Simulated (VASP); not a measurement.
# Ag (Im-3m) in VASP: a series of runs

Runs on Ag. Level: BLYP. Tasks: single point.

All numbers are computed with VASP 6.6.1; they aren't measurements. Logs are shortened: lines on timing, memory, paths and dates and some standing lists are left out, and cuts for length are marked.

## Step 1: Starting point

Symmetry: Im-3m, No. 229, cubic system. Conventional cell: a = 3.391 Å, b = 3.391 Å, c = 3.391 Å, α = 90.00°, β = 90.00°, γ = 90.00°. Ag (site symmetry m-3m) is surrounded by 8 Ag at 2.94 Å.

This isn't the form of Ag at room conditions, which is fcc.

## Step 2: Single point, BLYP

Input file INCAR:

```
PREC = Accurate
ENCUT = 520
EDIFF = 1E-6
ISMEAR = -1
SIGMA = 0.1
LREAL = F
LASPH = T
NELM = 100
ALGO = Normal
ISIF = 2
LWAVE = F
LCHARG = F
GGA = B5
ALDAX = 1.0
AGGAX = 1.0
AGGAC = 1.0
ALDAC = 0.0
NBANDS = 12
```

Input file KPOINTS:

```
Automatic mesh
0
Gamma
  21 21 21
```

Input file POSCAR:

```
Ag
1.0
   -1.6956316441      1.6956316441      1.6956316441
    1.6956316441     -1.6956316441      1.6956316441
    1.6956316441      1.6956316441     -1.6956316441
Ag
1
Direct
    0.0000000000      0.0000000000      0.0000000000
```

Potentials or basis: VASP PAW PBE potentials, release 64 (Ag).

Command:

```
$ cat potpaw_PBE.64/Ag/POTCAR > POTCAR
$ mpirun -np 1 vasp_std > vasp.out
```

OUTCAR:

```text
PREC = Accurate
   ENCUT = 520
   EDIFF = 1E-6
   ISMEAR = -1
   LREAL = F
   LASPH = T
   NELM = 100
   ISIF = 2
   GGA = B5

 ion  position               nearest neighbor table
   1  0.000  0.000  0.000-

  LATTYP: Found a body centered cubic cell.
 ALAT       =     3.3912632882

  Lattice vectors:

 A1 = (  -1.6956316441,   1.6956316441,   1.6956316441)
 A2 = (   1.6956316441,  -1.6956316441,   1.6956316441)
 A3 = (   1.6956316441,   1.6956316441,  -1.6956316441)

Analysis of symmetry for initial positions (statically):
=====================================================================
 Subroutine PRICEL returns:
 Original cell was already a primitive cell.

 Routine SETGRP: Setting up the symmetry group for a
 body centered cubic supercell.

 Subroutine GETGRP returns: Found 48 space group operations
 (whereof 48 operations were pure point group operations)
 out of a pool of 48 trial point group operations.

The static configuration has the point symmetry O_h .

Analysis of symmetry for dynamics (positions and initial velocities):
=====================================================================
 Subroutine PRICEL returns:
 Original cell was already a primitive cell.

 Routine SETGRP: Setting up the symmetry group for a
 body centered cubic supercell.

 Subroutine GETGRP returns: Found 48 space group operations
 (whereof 48 operations were pure point group operations)
 out of a pool of 48 trial point group operations.

The dynamic configuration has the point symmetry O_h .

 Subroutine INISYM returns: Found 48 space group operations
 (whereof 48 operations are pure point group operations),
 and found     1 'primitive' translations

----------------------------------------------------------------------------------------

                                     Primitive cell

  volume of cell :      19.5009

  direct lattice vectors                    reciprocal lattice vectors
    -1.695631644  1.695631644  1.695631644     0.000000000  0.294875365  0.294875365
     1.695631644 -1.695631644  1.695631644     0.294875365  0.000000000  0.294875365
     1.695631644  1.695631644 -1.695631644     0.294875365  0.294875365  0.000000000

  length of vectors
     2.936920159  2.936920159  2.936920159     0.417016740  0.417016740  0.417016740

  position of ions in fractional coordinates (direct lattice)
     0.000000000  0.000000000  0.000000000

  ion indices of the primitive-cell ions
   primitive index   ion index
                 1           1
[... 80 lines left out ...]
   POTIM  = 0.5000    time-step for ionic-motion
   TEBEG  =    0.0;   TEEND  =   0.0 temperature during run
   PSTRESS=    0.0 pullay stress
   NELECT =      11.0000    total number of electrons
   NUPDOWN=      -1.0000    fix difference up-down
   EMIN   =  10.00;   EMAX   =-10.00  energy-range for DOS
   EFERMI =   0.00;   METHOD = LEGACY
   ISMEAR =    -1;   SIGMA  =   0.10  broadening in eV -4-tet -1-fermi 0-gaus
   EFERMI_NEDOS =   21; number of points for ismear=-14 and -15
   IALGO  =     38    algorithm
   IMIX   =      4    mixing-type and parameters
     AMIX     =   0.40;   BMIX     =  1.00
     AMIX_MAG =   1.60;   BMIX_MAG =  1.00
  volume/ion in A,a.u.               =      19.50       131.60
  Fermi-wavevector in a.u.,A,eV,Ry     =   1.352657  2.556150 24.894305  1.829680
  Thomas-Fermi vector in A             =   2.479977
   LORBIT       =      0    0 simple, 1 ext, 2 COOP (PROOUT), +10 PAW based schemes
   GGA     = B5    functional components
   LHFCALC =     F    Hartree Fock is set to
   AEXX    =    0.0000 exact exchange contribution
   IVDW    =     0    specifies the selected vdW correction
   LEPSILON=     F    determine dielectric tensor
   LRPA    =     F    only Hartree local field effects (RPA)
 non-spin polarized calculation
  energy-cutoff  :      520.00
  volume of cell :       19.50
 maximum number of plane-waves:       543
 NGX is ok and might be reduce to    24
   NGX = 11   NGY = 11   NGZ = 11

 number of electron      11.0000000 magnetization

 Free energy of the ion-electron system (eV)
  ---------------------------------------------------
  ext. energy  EPLUGINS =         0.00000000
  ---------------------------------------------------
  free energy    TOTEN  =        -2.07478375 eV

  energy without entropy =       -2.06612054  energy(sigma->0) =       -2.07045215

 E-fermi :   7.2975     XC(G=0): -10.8725

 val. band max:        7.2624844427   @ k =  -0.3810   0.4286   0.1429
 cond. band min:       7.2989884842   @ k =  -0.3810   0.4762   0.0476
 fundamental gap:      0.0365040415
 Fermi energy:         7.2975241826

 k-point     1 :       0.0000    0.0000    0.0000
  band No.  band energies     occupation
      1       0.4189      2.00000
      2       2.6360      2.00000
      3       2.6360      2.00000
      4       2.6361      2.00000
      5       3.7109      2.00000
      6       3.7109      2.00000
      7      24.9049      0.00000
      8      24.9049      0.00000
      9      24.9049      0.00000
     10      28.6972      0.00000
     11      28.6972      0.00000
     12      28.6972      0.00000
[... 331 lines left out ...]
 k-point    24 :       0.1905    0.0952    0.0000
  band No.  band energies     occupation
      1       1.7722      2.00000
      2       2.3854      2.00000
      3       2.7753      2.00000
      4       3.5030      2.00000
      5       3.6753      2.00000
      6       3.8792      2.00000
      7      18.8533      0.00000
      8      21.0399      0.00000
      9      22.9677      0.00000
     10      25.6754      0.00000
     11      28.0339      0.00000
     12      28.2338      0.00000

 [... further k-points ...]

------------------------ aborting loop because EDIFF is reached ----------------------------------------

  FORCE on cell =-STRESS in cart. coord.  units (eV):
  Direction    XX          YY          ZZ          XY          YZ          ZX
  --------------------------------------------------------------------------------------
  -------------------------------------------------------------------------------------
  Total       -0.0168275     -0.0168275     -0.0168275     -0.0000000      0.0000000     -0.0000000
  in kB       -1.3825325     -1.3825325     -1.3825325     -0.0000000      0.0000000     -0.0000000
  external PRESSURE =      -1.3825325 kB  Pullay stress =       0.0000000 kB

 VOLUME and BASIS-vectors are now :
 -----------------------------------------------------------------------------
  energy-cutoff  :      520.00
  volume of cell :       19.50
      direct lattice vectors                 reciprocal lattice vectors
    -1.695631644  1.695631644  1.695631644     0.000000000  0.294875365  0.294875365
     1.695631644 -1.695631644  1.695631644     0.294875365  0.000000000  0.294875365
     1.695631644  1.695631644 -1.695631644     0.294875365  0.294875365  0.000000000

 POSITION                                       TOTAL-FORCE (eV/Angst)
 -----------------------------------------------------------------------------------
      0.00000      0.00000      0.00000         0.000000      0.000000     -0.000000
 -----------------------------------------------------------------------------------
    total drift:                                0.000000      0.000000     -0.000000

  FREE ENERGIE OF THE ION-ELECTRON SYSTEM (eV)
  ---------------------------------------------------
  free  energy   TOTEN  =        -2.0747837501 eV

  energy  without entropy=       -2.0661205428  energy(sigma->0) =       -2.07045215
```

Run time: 39 s. Hardware: 1 thread of Intel Xeon Platinum 8259CL at 2.50GHz (Skylake/Cascade Lake), shared host; peak memory 0.18 GiB.

Results:

| Item | Value |
| --- | --- |
| Free energy | -2.0748 eV |
| Pressure | -0.1 GPa |
| Band gap on the k mesh | none (metal or under the smearing width) |

Caveat: the PAW data sets were made with another functional, which shifts forces and pressure a little.

## Step 3: Single point, BLYP

This run uses another cell than the first one, of 21.84 Å³/atom, 1.120 times its volume.

Input file INCAR:

```
SYSTEM = Ag
  PREC = Accurate
  ENCUT = 520
  EDIFF = 1E-6
  ISMEAR = -1
  SIGMA = 0.1
  LREAL = .FALSE.
  LASPH = .TRUE.
  NELM = 80
  ALGO = Normal
  ISIF = 2
  LWAVE = .FALSE.
  LCHARG = .FALSE.
  GGA = B5
  ALDAX = 1.0
  AGGAX = 1.0
  AGGAC = 1.0
  ALDAC = 0.0
  NBANDS = 12
```

Input file KPOINTS:

```
Automatic mesh
0
G
  15 15 15
  0 0 0
```

Input file POSCAR:

```
Ag
1.0
   -1.7609114622      1.7609114622      1.7609114622
    1.7609114622     -1.7609114622      1.7609114622
    1.7609114622      1.7609114622     -1.7609114622
Ag
1
Direct
    0.0000000000      0.0000000000      0.0000000000
```

Potentials or basis: VASP PAW PBE potentials, release 64 (Ag).

Command:

```
$ cat potpaw_PBE.64/Ag/POTCAR > POTCAR
$ mpirun -np 1 vasp_std > vasp.out
```

Wall time 35 s (1 thread of Intel Xeon Platinum 8259CL at 2.50GHz (Skylake/Cascade Lake), shared host); peak memory 0.15 GiB.

The run converged. Its results:

```yaml
Free_energy: -2.0306 eV
Pressure: -5.6 GPa
Band_gap_on_the_k_mesh: none (metal or under the smearing width)
```

Levels at points of the mesh, in eV from the Fermi level:
| k point | band 3 | band 4 | band 5 | band 6 | band 7 | band 8 |
| --- | --- | --- | --- | --- | --- | --- |
| (0.00, 0.00, 0.00) | -4.34 | -4.34 | -3.45 | -3.45 | 17.12 | 17.12 |

Caveat: the PAW data sets were made with another functional, which shifts forces and pressure a little.

## Step 4: Single point, BLYP

Input file INCAR:

```
SYSTEM = Ag
  PREC = Accurate
  ENCUT = 520
  EDIFF = 1E-7
  ISMEAR = -1
  SIGMA = 0.1
  LREAL = .False.
  LASPH = .True.
  NELM = 80
  ALGO = Normal
  ISIF = 2
  LWAVE = .False.
  LCHARG = .False.
  GGA = B5
  ALDAX = 1.0
  AGGAX = 1.0
  AGGAC = 1.0
  ALDAC = 0.0
  NBANDS = 12
```

Input file KPOINTS:

```
Automatic mesh
0
Gamma
  15 15 15
  0 0 0
```

Input file POSCAR:

```
Ag
1.0
   -1.6956316441      1.6956316441      1.6956316441
    1.6956316441     -1.6956316441      1.6956316441
    1.6956316441      1.6956316441     -1.6956316441
Ag
1
Direct
    0.0000000000      0.0000000000      0.0000000000
```

Command:

```
$ cat potpaw_PBE.64/Ag/POTCAR > POTCAR
$ mpirun -np 1 vasp_std > vasp.out
```

Run time: 32 s. Hardware: 1 thread of Intel Xeon Platinum 8259CL at 2.50GHz (Skylake/Cascade Lake), shared host; peak memory 0.15 GiB.

It converged, with:

| Item | Value |
| --- | --- |
| Free energy | -2.0766 eV |
| Pressure | -0.1 GPa |
| Band gap on the k mesh | none (metal or under the smearing width) |

Levels at points of the mesh, in eV from the Fermi level:
```
           k point  band 1  band 2  band 3  band 4  band 5  band 6  band 7  band 8  band 9  band 10
(0.00, 0.00, 0.00)   -6.86   -4.64   -4.64   -4.64   -3.56   -3.56   17.63   17.63   17.63    21.42
```

Caveat: the PAW data sets were made with another functional, which shifts forces and pressure a little.

## Step 5: Single point, BLYP

This run uses another cell than the first one, of 20.28 Å³/atom, 1.040 times its volume.

Input file INCAR:

```
AGGAC    = 1.0          
AGGAX    = 1.0          
ALDAC    = 0.0          
ALDAX    = 1.0          
ALGO     = Normal         # electronic algorithm
EDIFF    = 1E-6           # SCF threshold, eV
ENCUT    = 520            # plane-wave cutoff, eV
GGA      = B5             # functional
ISIF     = 2              # what is computed and relaxed
ISMEAR   = -1             # smearing method
LASPH    = T              # aspherical terms in the spheres
LCHARG   = T              # write CHGCAR
LELF     = T              # ELF
LREAL    = F              # projectors in reciprocal space
LVHAR    = T            
LWAVE    = F              # write WAVECAR
NBANDS   = 12             # bands
NELM     = 100            # most SCF steps
PREC     = Accurate       # precision mode
SIGMA    = 0.1            # smearing width, eV
```

Input file KPOINTS:

```
k-points
0
Gamma
  15 15 15
```

Input file POSCAR:

```
Ag
1.0
   -1.7179451456      1.7179451456      1.7179451456
    1.7179451456     -1.7179451456      1.7179451456
    1.7179451456      1.7179451456     -1.7179451456
Ag
1
Direct
    0.0000000000      0.0000000000      0.0000000000
```

Command:

```
$ cat potpaw_PBE.64/Ag/POTCAR > POTCAR
$ mpirun -np 1 vasp_std > vasp.out
```

It took 21 s on 1 thread of Intel Xeon Platinum 8259CL at 2.50GHz (Skylake/Cascade Lake), shared host; peak memory 0.15 GiB.

Results (log left out):

| Quantity | Value |
| --- | --- |
| Free energy | -2.0704 eV |
| Pressure | -2.5 GPa |
| Band gap on the k mesh | none (metal or under the smearing width) |

Levels at points of the mesh, in eV from the Fermi level:
```
           k point  band 2  band 3  band 4  band 5  band 6  band 7  band 8  band 9
(0.00, 0.00, 0.00)   -4.53   -4.53   -4.53   -3.52   -3.52   17.46   17.46   17.46
```

Caveat: the PAW data sets were made with another functional, which shifts forces and pressure a little.

## Step 6: Summary

```csv
cell,k mesh,gap on the mesh (eV),pressure (GPa)
"Im-3m, 19.5 Å³/atom",21 × 21 × 21,none,-0.1
"Im-3m, 21.84 Å³/atom",15 × 15 × 15,none,-5.6
"Im-3m, 19.5 Å³/atom",15 × 15 × 15,none,-0.1
"Im-3m, 20.28 Å³/atom",15 × 15 × 15,none,-2.5
```

Alike in all rows: task single point; level BLYP; potentials or basis VASP PAW PBE potentials, release 64 (Ag); no spin polarisation; cutoff (eV) 520; smearing fermi-dirac 0.1 eV.

Every run on the cell as given and a fine mesh finds a metal.

Caveats: the PAW data sets were made with another functional, which shifts forces and pressure a little.

Total energies depend on the potentials used, so only differences within one code and one set of settings carry meaning.
